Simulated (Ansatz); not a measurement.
**Pb: checking dH/dP = V**

Computed with Ansatz 0.2.0, DFT r2SCAN, scalar-relativistic, plane waves, PAW. Run with 500 eV cutoff, 12×12×4 k-mesh, Gaussian smearing of 0.10 eV, no spin polarisation.

Reference structure (relaxed):

```yaml
crystal:
  lattice:
    - [3.52861, 0.00000, 0.00000]
    - [-1.76431, 3.05587, 0.00000]
    - [0.00000, 0.00000, 11.53183]
  atoms:
    - { symbol: Pb, position: [0.00000, 0.00000, 0.00000] }
    - { symbol: Pb, position: [0.33333, 0.66667, 0.25000] }
    - { symbol: Pb, position: [0.00000, 0.00000, 0.50000] }
    - { symbol: Pb, position: [0.66667, 0.33333, 0.75000] }
```

Cell and atoms were relaxed at each target pressure within the start's symmetry (P6_3/mmc), at zero temperature; other phases can be more stable under pressure. H = E + PV with P the target; E is the free energy at the smearing used, whose derivative the pressure is, per atom and counted from zero pressure. The mesh named is that at zero pressure; some other pressures ran on another.

Spin–orbit coupling is left out, which can shift energies with elements as heavy as these.

```
P (GPa) V (Å³/atom) E − E0 (meV) H − H0 (meV)
      0       31.087           0.0           0.0
      1       30.430           2.0         191.9
      4       28.848          25.9         746.1
     12       26.060         159.3        2111.1
     25       23.410         455.2        4108.0
     50       20.540        1094.9        7505.0
     90       18.072        2142.7       12294.5
```

**Question.** Thermodynamics gives dH/dP = V along a relaxed path. Integrate V over P by the trapezoid rule and compare with the computed enthalpies.

**Answer.** With 1 eV/Å³ = 160.22 GPa, each step adds the mean volume times ΔP / 160.22:
```tsv
P (GPa)	∫V dP (meV)	H − H0 (meV)	difference (meV)
1	192.0	191.9	0.1
4	746.9	746.1	0.8
12	2117.8	2111.1	6.7
25	4124.7	4108.0	16.8
50	7553.7	7505.0	48.7
90	12373.7	12294.5	79.2
```

V(P) curves upward, so the trapezoid rule runs high; integrating a smooth curve through the same points puts that excess at about 70.7 meV at 90 GPa, against the 79.2 meV found. What is left comes from the shape of V(P) between points this far apart, and from the mesh, the smearing and the stress tolerance.

**Question.** At 90 GPa, how much of the enthalpy change is stored energy and how much is the PV term?

**Answer.** E rises by 2143 meV/atom and PV is 90 × 18.072 / 160.22 = 10152 meV/atom, so PV makes 83 % of ΔH. So between rival structures at high pressure a small difference in volume can outweigh the difference in energy: 1 % of this volume is worth 101.5 meV/atom at this pressure.

**Question.** What bulk modulus do the lowest pressures give?

**Answer.** From the pressures that the runs reached, -1.05 GPa (31.882 Å³) and 1.00 GPa (30.430 Å³), B = −ΔP/Δln V = 2.05 / 0.0466 = 44 GPa, a mean over that range.

This form isn't the element's structure at ambient conditions.